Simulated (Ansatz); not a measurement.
Input:

InN (wurtzite)

```yaml
crystal:
  lattice:
    - [3.54750, 0.00000, 0.00000]
    - [-1.77375, 3.07222, 0.00000]
    - [0.00000, 0.00000, 5.72256]
  atoms:
    - { symbol: In, position: [0.66667, 0.33333, 0.00226] }
    - { symbol: In, position: [0.33333, 0.66667, 0.50226] }
    - { symbol: N, position: [0.66667, 0.33333, 0.62294] }
    - { symbol: N, position: [0.33333, 0.66667, 0.12294] }
```

Scan: atom 4 (N, nearest neighbour In at 2.161 Å; its periodic images, 3.5 Å or more away, move with it) is displaced along Cartesian z, direction (0.000, 0.000, 1.000) in Cartesian axes, by s. The other atoms stay.

All values below come from r2SCAN (plane waves to 500 eV, PAW, scalar-relativistic; Ansatz, a program for electronic structure). k mesh 9×9×5 (Γ-centred), Fermi-Dirac smearing 0.05 eV. E stands for the smeared free energy. InN was relaxed with its symmetry unable to fall. ΔE is measured from the undisplaced structure.

The scan covers s from -0.220 to 0.220 Å in 11 points.

### Question
Is this a single well or a double well?

### Answer
A single well with its minimum at or next to zero displacement.

### Question
Is the energy the same for displacements of ±0.220 Å, and if not, which side lies higher?

### Answer
Not even: the positive side lies higher at ±0.220 Å. With its periodic images moving along, the atom's site symmetry in this cell is 3m..

### Question
What is the energy change at s = 0.220 Å?

### Answer
420 meV/cell.

### Question
What force acts on the atom along the line at s = -0.220 Å?

### Answer
1.86 eV/Å.

### Question
What is the force constant k = d²E/ds² of this move at s = 0?

### Answer
12.9 eV/Å².

(For displaced atoms, the force is minus the slope of the energy, and its curvature is a force constant, which sets phonon frequencies.)
